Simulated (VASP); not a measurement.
Crystal: SiC (Moissanite 6H).

```
Si C
1.0
     3.09500    0.00000    0.00000
    -1.54750    2.68035    0.00000
     0.00000    0.00000   15.17000
Si C
6 6
Direct
  0.00000 0.00000 0.12500
  0.00000 0.00000 0.62500
  0.33333 0.66667 0.29170
  0.66667 0.33333 0.79170
  0.33333 0.66667 0.95830
  0.66667 0.33333 0.45830
  0.00000 0.00000 0.00000
  0.00000 0.00000 0.50000
  0.33333 0.66667 0.16670
  0.66667 0.33333 0.66670
  0.33333 0.66667 0.83330
  0.66667 0.33333 0.33330
```

| Property | Result |
| --- | --- |
| Program | VASP 6.6.1 |
| Task | relaxation of cell and atoms |
| Functional | r2SCAN |
| Potentials or basis | VASP PAW PBE potentials, release 64 (Si, C) |
| Cutoff | 600 eV |
| k mesh | 12 × 12 × 2 |
| Occupations | gaussian, width 0.03 eV |
| Spin | no spin polarisation |

At the start: pressure -3.6 GPa; volume 10.49 Å³/atom.

Where does the relaxation end?

Over 7 steps the energy falls by 2.1 meV/atom and the volume is 10.32 Å³/atom (-1.6 %); space group P6_3mc (No. 186, to 0.05 Å).

The path:
| step | energy change (eV) | largest force (eV/Å) | pressure (GPa) | volume (Å³) |
| --- | --- | --- | --- | --- |
| 1 | 0.0000 | 0.1492 | -3.63 | 125.85 |
| 2 | 0.0057 | 0.1285 | 4.28 | 121.56 |
| 3 | -0.0246 | 0.0293 | -0.07 | 123.79 |
| 4 | -0.0246 | 0.0313 | 0.07 | 123.75 |
| 5 | -0.0247 | 0.0121 | 0.08 | 123.74 |
| 6 | -0.0247 | 0.0128 | 0.08 | 123.74 |
| 7 | -0.0247 | 0.0092 | -0.07 | 123.83 |

Final structure:
```xyz
12
Lattice="3.0770 0.0000 0.0000 -1.5385 2.6648 0.0000 0.0000 0.0000 15.1014" Properties=species:S:1:pos:R:3 pbc="T T T"
Si    0.0000    0.0000    1.8884
Si   -1.5385    2.6648    9.4390
Si    0.0000    1.7765    4.4069
Si    1.5385    0.8883   11.9576
Si    0.0000    1.7765   14.4717
Si    1.5385    0.8883    6.9210
C     0.0000    0.0000   15.0963
C     1.5385    2.6648    7.5456
C     0.0000    1.7765    2.5197
C     1.5385    0.8883   10.0703
C     0.0000    1.7765   12.5842
C     1.5385    0.8883    5.0335
```

Caveat: the PAW data sets were made with another functional, which shifts forces and pressure a little.
